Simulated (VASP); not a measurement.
# Ca (P6_3/mmc) in VASP: further runs, part 5 of 8

VASP 6.6.1. The steps go on from the part before.

### Step 71. Equation of state, PBE, 46.06 Å³/atom

The input, INCAR:

```
SYSTEM = Ca
ADDGRID  = .False.      
ALGO     = Normal         ! electronic algorithm
EDIFF    = 1E-6           ! SCF threshold, eV
ENCUT    = 520            ! plane-wave cutoff, eV
GGA      = PE             ! functional
ISIF     = 2              ! what is computed and relaxed
ISMEAR   = 1              ! smearing method
LASPH    = .True.         ! aspherical terms in the spheres
LCHARG   = .False.        ! write CHGCAR
LREAL    = .False.        ! projectors in reciprocal space
LWAVE    = .False.        ! write WAVECAR
NELM     = 100            ! most SCF steps
PREC     = Accurate       ! precision mode
SIGMA    = 0.1            ! smearing width, eV
```

The input, KPOINTS:

```
k-points
0
Gamma
  12 12 7
  0 0 0
```

The input, POSCAR:

```
Ca
1.0
    4.0194085035      0.0000000000      0.0000000000
   -2.0097042518      3.4809098723      0.0000000000
    0.0000000000      0.0000000000      6.5845586540
Ca
2
Direct
    0.6666666667      0.3333333333      0.7500000000
    0.3333333333      0.6666666667      0.2500000000
```

Started as:

```
cat potpaw_PBE.64/Ca_sv/POTCAR > POTCAR
mpirun -np 1 vasp_std > vasp.out
```

Wall time 44 s (1 thread of Intel Xeon 6975P-C (Granite Rapids), shared host); peak memory 0.25 GiB.

The run converged, but some of its settings lie outside the range that counts as converged, so its numbers aren't taken as properties of the crystal.

Results:

```
Free energy            : -3.8242 eV
Pressure               : -1.3 GPa
Band gap on the k mesh : none (metal or under the smearing width)
```

### Step 72. Equation of state, PBE, 43.38 Å³/atom

Edit INCAR of step 71 so:

```diff
@@ -4,3 +4,3 @@
 EDIFF    = 1E-6           ! SCF threshold, eV
-ENCUT    = 520            ! plane-wave cutoff, eV
+ENCUT    = 400            ! plane-wave cutoff, eV
 GGA      = PE             ! functional
```

The input, KPOINTS:

```
k-points
0
Gamma
  14 14 8
  0 0 0
```

The input, POSCAR:

```
Ca
1.0
    3.9397952310      0.0000000000      0.0000000000
   -1.9698976155      3.4119627558      0.0000000000
    0.0000000000      0.0000000000      6.4541369111
Ca
2
Direct
    0.6666666667      0.3333333333      0.7500000000
    0.3333333333      0.6666666667      0.2500000000
```

Potentials or basis: VASP PAW PBE potentials, release 64 (Ca_sv).

Started as:

```
cat potpaw_PBE.64/Ca_sv/POTCAR > POTCAR
mpirun -np 1 vasp_std > vasp.out
```

Wall time 41 s (1 thread of Intel Xeon 6975P-C (Granite Rapids), shared host); peak memory 0.22 GiB.

These settings aren't checked as converged: the numbers below hold their error.

What came out:

| Property | Result |
| --- | --- |
| Free energy | -3.8524 eV |
| Pressure | -0.4 GPa |
| Band gap on the k mesh | none (metal or under the smearing width) |

### Step 73. Equation of state, PBE, 46.06 Å³/atom

INCAR is that of step 72.

KPOINTS is that of step 72.

The input, POSCAR:

```
Ca
1.0
    4.0194085035      0.0000000000      0.0000000000
   -2.0097042518      3.4809098723      0.0000000000
    0.0000000000      0.0000000000      6.5845586540
Ca
2
Direct
    0.6666666667      0.3333333333      0.7500000000
    0.3333333333      0.6666666667      0.2500000000
```

Started as:

```
cat potpaw_PBE.64/Ca_sv/POTCAR > POTCAR
mpirun -np 1 vasp_std > vasp.out
```

Run time: 42 s. Hardware: 1 thread of Intel Xeon 6975P-C (Granite Rapids), shared host; peak memory 0.23 GiB.

The run converged, but some of its settings lie outside the range that counts as converged, so its numbers aren't taken as properties of the crystal.

Results:

```yaml
Free_energy: -3.8254 eV
Pressure: -1.3 GPa
Band_gap_on_the_k_mesh: none (metal or under the smearing width)
```

### Step 74. Equation of state, PBE, 43.38 Å³/atom

Edit INCAR of step 73 so:

```diff
@@ -4,3 +4,3 @@
 EDIFF    = 1E-6           ! SCF threshold, eV
-ENCUT    = 400            ! plane-wave cutoff, eV
+ENCUT    = 340            ! plane-wave cutoff, eV
 GGA      = PE             ! functional
```

The input, KPOINTS:

```
k-points
0
Gamma
  16 16 9
  0 0 0
```

The input, POSCAR:

```
Ca
1.0
    3.9397952310      0.0000000000      0.0000000000
   -1.9698976155      3.4119627558      0.0000000000
    0.0000000000      0.0000000000      6.4541369111
Ca
2
Direct
    0.6666666667      0.3333333333      0.7500000000
    0.3333333333      0.6666666667      0.2500000000
```

Started as:

```
cat potpaw_PBE.64/Ca_sv/POTCAR > POTCAR
mpirun -np 1 vasp_std > vasp.out
```

Wall time 26 s (1 thread of Intel Xeon 6975P-C (Granite Rapids), shared host); peak memory 0.21 GiB.

These settings aren't checked as converged: the numbers below hold their error.

Results:

| Property | Result |
| --- | --- |
| Free energy | -3.8564 eV |
| Pressure | -0.5 GPa |
| Band gap on the k mesh | none (metal or under the smearing width) |

### Step 75. Equation of state, PBE, 46.06 Å³/atom

INCAR is that of step 74.

KPOINTS is that of step 74.

The input, POSCAR:

```
Ca
1.0
    4.0194085035      0.0000000000      0.0000000000
   -2.0097042518      3.4809098723      0.0000000000
    0.0000000000      0.0000000000      6.5845586540
Ca
2
Direct
    0.6666666667      0.3333333333      0.7500000000
    0.3333333333      0.6666666667      0.2500000000
```

Potentials or basis: VASP PAW PBE potentials, release 64 (Ca_sv).

Started as:

```
cat potpaw_PBE.64/Ca_sv/POTCAR > POTCAR
mpirun -np 1 vasp_std > vasp.out
```

It took 28 s on 1 thread of Intel Xeon 6975P-C (Granite Rapids), shared host; peak memory 0.22 GiB.

The run converged, but some of its settings lie outside the range that counts as converged, so its numbers aren't taken as properties of the crystal.

Results:

```
Free energy            : -3.8293 eV
Pressure               : -1.3 GPa
Band gap on the k mesh : none (metal or under the smearing width)
```

### Step 76. Equation of state, PBE, 43.38 Å³/atom

Edit INCAR of step 75 so:

```diff
@@ -4,3 +4,3 @@
 EDIFF    = 1E-6           ! SCF threshold, eV
-ENCUT    = 340            ! plane-wave cutoff, eV
+ENCUT    = 460            ! plane-wave cutoff, eV
 GGA      = PE             ! functional
```

The input, KPOINTS:

```
k-points
0
Gamma
  14 14 8
  0 0 0
```

The input, POSCAR:

```
Ca
1.0
    3.9397952310      0.0000000000      0.0000000000
   -1.9698976155      3.4119627558      0.0000000000
    0.0000000000      0.0000000000      6.4541369111
Ca
2
Direct
    0.6666666667      0.3333333333      0.7500000000
    0.3333333333      0.6666666667      0.2500000000
```

Started as:

```
cat potpaw_PBE.64/Ca_sv/POTCAR > POTCAR
mpirun -np 1 vasp_std > vasp.out
```

It took 41 s on 1 thread of Intel Xeon 6975P-C (Granite Rapids), shared host; peak memory 0.25 GiB.

The run converged, but some of its settings lie outside the range that counts as converged, so its numbers aren't taken as properties of the crystal.

Results:

```yaml
Free_energy: -3.8508 eV
Pressure: -0.4 GPa
Band_gap_on_the_k_mesh: none (metal or under the smearing width)
```

### Step 77. Equation of state, PBE, 46.06 Å³/atom

INCAR is that of step 76.

KPOINTS is that of step 76.

The input, POSCAR:

```
Ca
1.0
    4.0194085035      0.0000000000      0.0000000000
   -2.0097042518      3.4809098723      0.0000000000
    0.0000000000      0.0000000000      6.5845586540
Ca
2
Direct
    0.6666666667      0.3333333333      0.7500000000
    0.3333333333      0.6666666667      0.2500000000
```

Started as:

```
cat potpaw_PBE.64/Ca_sv/POTCAR > POTCAR
mpirun -np 1 vasp_std > vasp.out
```

Wall time 45 s (1 thread of Intel Xeon 6975P-C (Granite Rapids), shared host); peak memory 0.25 GiB.

These settings aren't checked as converged: the numbers below hold their error.

What came out:

| Item | Value |
| --- | --- |
| Free energy | -3.8237 eV |
| Pressure | -1.2 GPa |
| Band gap on the k mesh | none (metal or under the smearing width) |

### Step 78. Equation of state, PBE, 43.38 Å³/atom

Edit INCAR of step 77 so:

```diff
@@ -4,3 +4,3 @@
 EDIFF    = 1E-6           ! SCF threshold, eV
-ENCUT    = 460            ! plane-wave cutoff, eV
+ENCUT    = 650            ! plane-wave cutoff, eV
 GGA      = PE             ! functional
```

The input, KPOINTS:

```
k-points
0
Gamma
  12 12 7
  0 0 0
```

The input, POSCAR:

```
Ca
1.0
    3.9397952310      0.0000000000      0.0000000000
   -1.9698976155      3.4119627558      0.0000000000
    0.0000000000      0.0000000000      6.4541369111
Ca
2
Direct
    0.6666666667      0.3333333333      0.7500000000
    0.3333333333      0.6666666667      0.2500000000
```

Potentials or basis: VASP PAW PBE potentials, release 64 (Ca_sv).

Started as:

```
cat potpaw_PBE.64/Ca_sv/POTCAR > POTCAR
mpirun -np 1 vasp_std > vasp.out
```

Wall time 49 s (1 thread of Intel Xeon 6975P-C (Granite Rapids), shared host); peak memory 0.31 GiB.

These settings aren't checked as converged: the numbers below hold their error.

What came out:

| Quantity | Value |
| --- | --- |
| Free energy | -3.8513 eV |
| Pressure | -0.4 GPa |
| Band gap on the k mesh | none (metal or under the smearing width) |

### Step 79. Equation of state, PBE, 46.06 Å³/atom

INCAR is that of step 78.

KPOINTS is that of step 78.

The input, POSCAR:

```
Ca
1.0
    4.0194085035      0.0000000000      0.0000000000
   -2.0097042518      3.4809098723      0.0000000000
    0.0000000000      0.0000000000      6.5845586540
Ca
2
Direct
    0.6666666667      0.3333333333      0.7500000000
    0.3333333333      0.6666666667      0.2500000000
```

Started as:

```
cat potpaw_PBE.64/Ca_sv/POTCAR > POTCAR
mpirun -np 1 vasp_std > vasp.out
```

Run time: 51 s. Hardware: 1 thread of Intel Xeon 6975P-C (Granite Rapids), shared host; peak memory 0.32 GiB.

These settings aren't checked as converged: the numbers below hold their error.

Results:

* Free energy: -3.8240 eV
* Pressure: -1.2 GPa
* Band gap on the k mesh: none (metal or under the smearing width)

### Step 80. Equation of state, PBE, 43.38 Å³/atom

Edit INCAR of step 79 so:

```diff
@@ -4,3 +4,3 @@
 EDIFF    = 1E-6           ! SCF threshold, eV
-ENCUT    = 650            ! plane-wave cutoff, eV
+ENCUT    = 400            ! plane-wave cutoff, eV
 GGA      = PE             ! functional
```

The input, KPOINTS:

```
k-points
0
Gamma
  16 16 9
  0 0 0
```

The input, POSCAR:

```
Ca
1.0
    3.9397952310      0.0000000000      0.0000000000
   -1.9698976155      3.4119627558      0.0000000000
    0.0000000000      0.0000000000      6.4541369111
Ca
2
Direct
    0.6666666667      0.3333333333      0.7500000000
    0.3333333333      0.6666666667      0.2500000000
```

Started as:

```
cat potpaw_PBE.64/Ca_sv/POTCAR > POTCAR
mpirun -np 1 vasp_std > vasp.out
```

Run time: 46 s. Hardware: 1 thread of Intel Xeon 6975P-C (Granite Rapids), shared host; peak memory 0.24 GiB.

The run converged, but some of its settings lie outside the range that counts as converged, so its numbers aren't taken as properties of the crystal.

Results:

```yaml
Free_energy: -3.8508 eV
Pressure: -0.4 GPa
Band_gap_on_the_k_mesh: none (metal or under the smearing width)
```

### Step 81. Equation of state, PBE, 46.06 Å³/atom

INCAR is that of step 80.

KPOINTS is that of step 80.

The input, POSCAR:

```
Ca
1.0
    4.0194085035      0.0000000000      0.0000000000
   -2.0097042518      3.4809098723      0.0000000000
    0.0000000000      0.0000000000      6.5845586540
Ca
2
Direct
    0.6666666667      0.3333333333      0.7500000000
    0.3333333333      0.6666666667      0.2500000000
```

Potentials or basis: VASP PAW PBE potentials, release 64 (Ca_sv).

Started as:

```
cat potpaw_PBE.64/Ca_sv/POTCAR > POTCAR
mpirun -np 1 vasp_std > vasp.out
```

Wall time 53 s (1 thread of Intel Xeon 6975P-C (Granite Rapids), shared host); peak memory 0.26 GiB.

These settings aren't checked as converged: the numbers below hold their error.

What came out:

```
Free energy            : -3.8235 eV
Pressure               : -1.3 GPa
Band gap on the k mesh : none (metal or under the smearing width)
```

### Step 82. Equation of state, PBE, 43.38 Å³/atom

Edit INCAR of step 81 so:

```diff
@@ -4,3 +4,3 @@
 EDIFF    = 1E-6           ! SCF threshold, eV
-ENCUT    = 400            ! plane-wave cutoff, eV
+ENCUT    = 520            ! plane-wave cutoff, eV
 GGA      = PE             ! functional
```

The input, KPOINTS:

```
k-points
0
Gamma
  14 14 8
  0 0 0
```

The input, POSCAR:

```
Ca
1.0
    3.9397952310      0.0000000000      0.0000000000
   -1.9698976155      3.4119627558      0.0000000000
    0.0000000000      0.0000000000      6.4541369111
Ca
2
Direct
    0.6666666667      0.3333333333      0.7500000000
    0.3333333333      0.6666666667      0.2500000000
```

Started as:

```
cat potpaw_PBE.64/Ca_sv/POTCAR > POTCAR
mpirun -np 1 vasp_std > vasp.out
```

It took 50 s on 1 thread of Intel Xeon 6975P-C (Granite Rapids), shared host; peak memory 0.28 GiB.

These settings aren't checked as converged: the numbers below hold their error.

What came out:

| Item | Value |
| --- | --- |
| Free energy | -3.8510 eV |
| Pressure | -0.4 GPa |
| Band gap on the k mesh | none (metal or under the smearing width) |

### Step 83. Equation of state, PBE, 46.06 Å³/atom

INCAR is that of step 82.

KPOINTS is that of step 82.

The input, POSCAR:

```
Ca
1.0
    4.0194085035      0.0000000000      0.0000000000
   -2.0097042518      3.4809098723      0.0000000000
    0.0000000000      0.0000000000      6.5845586540
Ca
2
Direct
    0.6666666667      0.3333333333      0.7500000000
    0.3333333333      0.6666666667      0.2500000000
```

Started as:

```
cat potpaw_PBE.64/Ca_sv/POTCAR > POTCAR
mpirun -np 1 vasp_std > vasp.out
```

It took 56 s on 1 thread of Intel Xeon 6975P-C (Granite Rapids), shared host; peak memory 0.28 GiB.

These settings aren't checked as converged: the numbers below hold their error.

Results:

| Property | Result |
| --- | --- |
| Free energy | -3.8239 eV |
| Pressure | -1.2 GPa |
| Band gap on the k mesh | none (metal or under the smearing width) |

### Step 84. Equation of state, PBE, 43.38 Å³/atom

Edit INCAR of step 83 so:

```diff
@@ -4,3 +4,3 @@
 EDIFF    = 1E-6           ! SCF threshold, eV
-ENCUT    = 520            ! plane-wave cutoff, eV
+ENCUT    = 460            ! plane-wave cutoff, eV
 GGA      = PE             ! functional
```

The input, KPOINTS:

```
k-points
0
Gamma
  16 16 9
  0 0 0
```

The input, POSCAR:

```
Ca
1.0
    3.9397952310      0.0000000000      0.0000000000
   -1.9698976155      3.4119627558      0.0000000000
    0.0000000000      0.0000000000      6.4541369111
Ca
2
Direct
    0.6666666667      0.3333333333      0.7500000000
    0.3333333333      0.6666666667      0.2500000000
```

Potentials or basis: VASP PAW PBE potentials, release 64 (Ca_sv).

Started as:

```
cat potpaw_PBE.64/Ca_sv/POTCAR > POTCAR
mpirun -np 1 vasp_std > vasp.out
```

Run time: 56 s. Hardware: 1 thread of Intel Xeon 6975P-C (Granite Rapids), shared host; peak memory 0.27 GiB.

These settings aren't checked as converged: the numbers below hold their error.

Results:

```
Free energy            : -3.8492 eV
Pressure               : -0.4 GPa
Band gap on the k mesh : none (metal or under the smearing width)
```

### Step 85. Equation of state, PBE, 46.06 Å³/atom

INCAR is that of step 84.

KPOINTS is that of step 84.

The input, POSCAR:

```
Ca
1.0
    4.0194085035      0.0000000000      0.0000000000
   -2.0097042518      3.4809098723      0.0000000000
    0.0000000000      0.0000000000      6.5845586540
Ca
2
Direct
    0.6666666667      0.3333333333      0.7500000000
    0.3333333333      0.6666666667      0.2500000000
```

Started as:

```
cat potpaw_PBE.64/Ca_sv/POTCAR > POTCAR
mpirun -np 1 vasp_std > vasp.out
```

It took 58 s on 1 thread of Intel Xeon 6975P-C (Granite Rapids), shared host; peak memory 0.28 GiB.

These settings aren't checked as converged: the numbers below hold their error.

What came out:

* Free energy: -3.8218 eV
* Pressure: -1.3 GPa
* Band gap on the k mesh: none (metal or under the smearing width)

### Step 86. Equation of state, PBE, 43.38 Å³/atom

Edit INCAR of step 85 so:

```diff
@@ -14,2 +14,2 @@
 PREC     = Accurate       ! precision mode
-SIGMA    = 0.1            ! smearing width, eV
+SIGMA    = 0.4            ! smearing width, eV
```

KPOINTS is that of step 85.

The input, POSCAR:

```
Ca
1.0
    3.9397952310      0.0000000000      0.0000000000
   -1.9698976155      3.4119627558      0.0000000000
    0.0000000000      0.0000000000      6.4541369111
Ca
2
Direct
    0.6666666667      0.3333333333      0.7500000000
    0.3333333333      0.6666666667      0.2500000000
```

Started as:

```
cat potpaw_PBE.64/Ca_sv/POTCAR > POTCAR
mpirun -np 1 vasp_std > vasp.out
```

Run time: 57 s. Hardware: 1 thread of Intel Xeon 6975P-C (Granite Rapids), shared host; peak memory 0.27 GiB.

These settings aren't checked as converged: the numbers below hold their error.

Results:

```
Free energy            : -3.8426 eV
Pressure               : -0.3 GPa
Band gap on the k mesh : none (metal or under the smearing width)
```

### Step 87. Equation of state, PBE, 46.06 Å³/atom

INCAR is that of step 86.

KPOINTS is that of step 86.

The input, POSCAR:

```
Ca
1.0
    4.0194085035      0.0000000000      0.0000000000
   -2.0097042518      3.4809098723      0.0000000000
    0.0000000000      0.0000000000      6.5845586540
Ca
2
Direct
    0.6666666667      0.3333333333      0.7500000000
    0.3333333333      0.6666666667      0.2500000000
```

Potentials or basis: VASP PAW PBE potentials, release 64 (Ca_sv).

Started as:

```
cat potpaw_PBE.64/Ca_sv/POTCAR > POTCAR
mpirun -np 1 vasp_std > vasp.out
```

Run time: 60 s. Hardware: 1 thread of Intel Xeon 6975P-C (Granite Rapids), shared host; peak memory 0.28 GiB.

The run converged, but some of its settings lie outside the range that counts as converged, so its numbers aren't taken as properties of the crystal.

Results:

* Free energy: -3.8166 eV
* Pressure: -1.2 GPa
* Band gap on the k mesh: none (metal or under the smearing width)

### Step 88. Equation of state, PBE, 43.38 Å³/atom

Edit INCAR of step 87 so:

```diff
@@ -14,2 +14,2 @@
 PREC     = Accurate       ! precision mode
-SIGMA    = 0.4            ! smearing width, eV
+SIGMA    = 0.2            ! smearing width, eV
```

KPOINTS is that of step 87.

The input, POSCAR:

```
Ca
1.0
    3.9397952310      0.0000000000      0.0000000000
   -1.9698976155      3.4119627558      0.0000000000
    0.0000000000      0.0000000000      6.4541369111
Ca
2
Direct
    0.6666666667      0.3333333333      0.7500000000
    0.3333333333      0.6666666667      0.2500000000
```

Started as:

```
cat potpaw_PBE.64/Ca_sv/POTCAR > POTCAR
mpirun -np 1 vasp_std > vasp.out
```

Run time: 58 s. Hardware: 1 thread of Intel Xeon 6975P-C (Granite Rapids), shared host; peak memory 0.27 GiB.

These settings aren't checked as converged: the numbers below hold their error.

What came out:

| Property | Result |
| --- | --- |
| Free energy | -3.8476 eV |
| Pressure | -0.4 GPa |
| Band gap on the k mesh | none (metal or under the smearing width) |

### Step 89. Equation of state, PBE, 46.06 Å³/atom

INCAR is that of step 88.

KPOINTS is that of step 88.

The input, POSCAR:

```
Ca
1.0
    4.0194085035      0.0000000000      0.0000000000
   -2.0097042518      3.4809098723      0.0000000000
    0.0000000000      0.0000000000      6.5845586540
Ca
2
Direct
    0.6666666667      0.3333333333      0.7500000000
    0.3333333333      0.6666666667      0.2500000000
```

Started as:

```
cat potpaw_PBE.64/Ca_sv/POTCAR > POTCAR
mpirun -np 1 vasp_std > vasp.out
```

Wall time 59 s (1 thread of Intel Xeon 6975P-C (Granite Rapids), shared host); peak memory 0.28 GiB.

The run converged, but some of its settings lie outside the range that counts as converged, so its numbers aren't taken as properties of the crystal.

What came out:

* Free energy: -3.8210 eV
* Pressure: -1.2 GPa
* Band gap on the k mesh: none (metal or under the smearing width)

### Step 90. Equation of state, PBE, 43.38 Å³/atom

Edit INCAR of step 89 so:

```diff
@@ -14,2 +14,2 @@
 PREC     = Accurate       ! precision mode
-SIGMA    = 0.2            ! smearing width, eV
+SIGMA    = 0.05           ! smearing width, eV
```

KPOINTS is that of step 89.

The input, POSCAR:

```
Ca
1.0
    3.9397952310      0.0000000000      0.0000000000
   -1.9698976155      3.4119627558      0.0000000000
    0.0000000000      0.0000000000      6.4541369111
Ca
2
Direct
    0.6666666667      0.3333333333      0.7500000000
    0.3333333333      0.6666666667      0.2500000000
```

Potentials or basis: VASP PAW PBE potentials, release 64 (Ca_sv).

Started as:

```
cat potpaw_PBE.64/Ca_sv/POTCAR > POTCAR
mpirun -np 1 vasp_std > vasp.out
```

It took 49 s on 1 thread of Intel Xeon 6975P-C (Granite Rapids), shared host; peak memory 0.27 GiB.

The run converged, but some of its settings lie outside the range that counts as converged, so its numbers aren't taken as properties of the crystal.

Results:

| Quantity | Value |
| --- | --- |
| Free energy | -3.8498 eV |
| Pressure | -0.4 GPa |
| Band gap on the k mesh | none (metal or under the smearing width) |

(Continued in part 6 of 8.)
